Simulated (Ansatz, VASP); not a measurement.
# AlCo: VASP beside Ansatz

Contents of INCAR:

```
SYSTEM = AlCo
PREC = Accurate ; ENCUT = 600
EDIFF = 1E-7 ; ISMEAR = 0
SIGMA = 0.1 ; LREAL = .FALSE.
LASPH = .TRUE. ; NELM = 100
ALGO = Normal ; ISIF = 3
LWAVE = .FALSE. ; LCHARG = .FALSE.
GGA = PS ; IBRION = 2
NSW = 80 ; EDIFFG = -0.01
```

The input KPOINTS:

```
Automatic mesh
0
G
  14 14 14
  0 0 0
```

POSCAR

```
AlCo
1.0
    2.8232060527      0.0000000000      0.0000000000
    0.0000000000      2.8232060527      0.0000000000
    0.0000000000      0.0000000000      2.8232060527
Al Co
1 1
Direct
    0.5000000000      0.5000000000      0.5000000000
    0.0000000000      0.0000000000      0.0000000000
```

Input for Ansatz:

```yaml
crystal:
  lattice:
    - [2.8232060527, 0.0, 0.0]
    - [0.0, 2.8232060527, 0.0]
    - [0.0, 0.0, 2.8232060527]
  atoms:
    - { symbol: Al, position: [0.5, 0.5, 0.5] }
    - { symbol: Co, position: [0.0, 0.0, 0.0] }
basis:
  ecutwfc: 420
kpoints:
  mp_grid: { grid: [14, 14, 14] }
hamiltonian:
  xc: pbesol
scf:
  occupations: { method: gaussian, width: 0.1 }
output:
  forces: true
  stress: true
  eigenvalues: true
  write_density: true
  write_potential: true
  elf: true
  volumetric_format: npy
relax:
  adjacent_minimum: "off"
  f_tol: 0.01
  max_steps: 60
  cell: { stress_tol: 0.1 }
```

Alike in both runs: task relaxation of cell and atoms; functional PBEsol; k mesh 14 × 14 × 14; occupations gaussian, width 0.1 eV; no spin polarisation.

```csv
,VASP,Ansatz
version,VASP 6.6.1,Ansatz 0.2.0
potentials or method,"VASP PAW PBE potentials, release 64 (Al, Co)","scalar-relativistic, plane waves, PAW"
plane-wave cutoff (eV),600,420
valence electrons in the cell,12,20
```

|  | VASP | Ansatz | Ansatz less VASP |
| --- | --- | --- | --- |
| gap on the k mesh at the Fermi level, each at its own relaxed structure (eV) | none | none | - |
| relaxed volume (Å³/atom) | 11.25 | 11.25 | -0.004 |
| relaxed cell length with the largest relative difference (Å) | 2.823 | 2.823 | -0.0003 |

A gap of «none» marks a metal or a gap that the smearing closes. The two sets of potentials don't hold the same shells in valence.

Caveats: the relaxation stopped at its first step, so nothing moved; the PAW data sets were made with another functional, which shifts forces and pressure a little (VASP). Spin polarisation is off, so any magnetic state and its effect on volume and gap are missing.
